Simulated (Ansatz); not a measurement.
# Ga4P4H: the cost of one run

Computed with Ansatz 0.2.0 (DFT r2SCAN, scalar-relativistic, plane waves, PAW, unless a step's input says otherwise).

2 further runs of the same task are left out: 2 set aside as unsound or not needed.

**1. The system as given**

It takes space group Pm (No. 6, monoclinic). Conventional cell: a = 5.450 Å, b = 3.854 Å, c = 22.781 Å, α = 90.00°, β = 90.00°, γ = 90.00°. Ga (site symmetry m) is surrounded by 3 P at 2.36 Å. P (site symmetry m) is surrounded by 3 Ga at 2.36 Å. Around Ga (site symmetry m) lie 4 P at 2.36 to 2.39 Å. P (site symmetry m) has 4 Ga at 2.36 to 2.43 Å in its first shell of neighbours. Ga (site symmetry m) has 4 P at 2.35 to 2.43 Å in its first shell of neighbours. P (site symmetry m) has 4 Ga at 2.31 to 2.39 Å in its first shell of neighbours. Ga (site symmetry m) is surrounded by 3 P at 2.31 Å. P (site symmetry m) has 3 Ga at 2.31 to 2.37 Å in its first shell of neighbours.

Coordinates:

```cif
data_structure
_symmetry_space_group_name_H-M 'P 1'
_symmetry_Int_Tables_number 1
_cell_length_a 3.8541
_cell_length_b 5.4505
_cell_length_c 22.7811
_cell_angle_alpha 90.000
_cell_angle_beta 90.000
_cell_angle_gamma 90.000
_cell_volume 478.56
loop_
_atom_site_label
_atom_site_type_symbol
_atom_site_fract_x
_atom_site_fract_y
_atom_site_fract_z
_atom_site_occupancy
Ga1 Ga 0.50000 0.50000 0.37312 1
P1 P 0.00000 0.25000 0.37312 1
Ga2 Ga 0.00000 0.00000 0.45771 1
P2 P 0.50000 0.75000 0.45771 1
Ga3 Ga 0.50000 0.49973 0.54608 1
P3 P 0.00000 0.25351 0.54305 1
Ga4 Ga 0.00000 0.93550 0.60984 1
P4 P 0.50000 0.72550 0.63496 1
```

Miller indices refer to the conventional cell of the relaxed bulk, F-43m (No. 216): a = 5.451 Å, b = 5.451 Å, c = 5.451 Å, α = 90.00°, β = 90.00°, γ = 90.00°.

This (110) slab, 5.8 Å thick as cut, with 17 Å of vacuum; its outer planes are GaP (top) and GaP (bottom), was relaxed beforehand with its lower half held: -18198.8325 eV, gap on the mesh 1.12 eV, ionisation potential 5.44 eV (top face), 5.23 eV (bottom face), electron affinity 4.31 eV (top face), 4.11 eV (bottom face), dipole along +c -0.024 e·Å per cell.

**2. H at the top (P) site**

With the adsorbate the run is spin-polarised.

input.yaml

```yaml
crystal:
  lattice:
    - [3.8540855109, 0.0, 0.0]
    - [0.0, 5.4505, 0.0]
    - [0.0, 0.0, 24.7811282663]
  atoms:
    - { symbol: Ga, position: [0.5, 0.5, 0.343002946] }
    - { symbol: P, position: [0.0, 0.25, 0.343002946] }
    - { symbol: Ga, position: [0.0, 0.0, 0.4207654568] }
    - { symbol: P, position: [0.5, 0.75, 0.4207654568] }
    - { symbol: Ga, position: [0.5, 0.4997287995, 0.5020044893] }
    - { symbol: P, position: [0.0, 0.2535052779, 0.4992268183] }
    - { symbol: Ga, position: [0.0, -0.0645043111, 0.5606183916] }
    - { symbol: P, position: [0.5, 0.7255012869, 0.5837107024] }
    - { symbol: H, position: [0.5, 0.7255012869, 0.6393982395], spin: 1.0 }
basis:
  ecutwfc: 500
kpoints:
  mp_grid: { grid: [7, 5, 1] }
hamiltonian:
  xc: r2scan
scf:
  occupations: { method: gaussian, width: 0.05 }
output:
  forces: true
  eigenvalues: true
  populations: true
  write_density: true
  write_potential: true
  elf: true
  volumetric_format: npy
magnetization:
  spin_polarized: true
relax:
  adjacent_minimum: "off"
  f_tol: 0.03
  max_steps: 70
  constraints: [{ sites: [0, 1, 2, 3] }]
efield:
  axis: 3
  dipole_correction: true
  ramp_width: 0.04
```

Started as:

```sh
$ ansatz run input.yaml --threads 2 --pin off --max-ram 5120MiB --backend cpu --events-out ev --progress --plain --runs-dir out
```

**Question.** How long does this run take on 2 threads of Arm Neoverse V2, shared host, and how much memory does it need?

About 17 min, with a peak of 2 GiB.
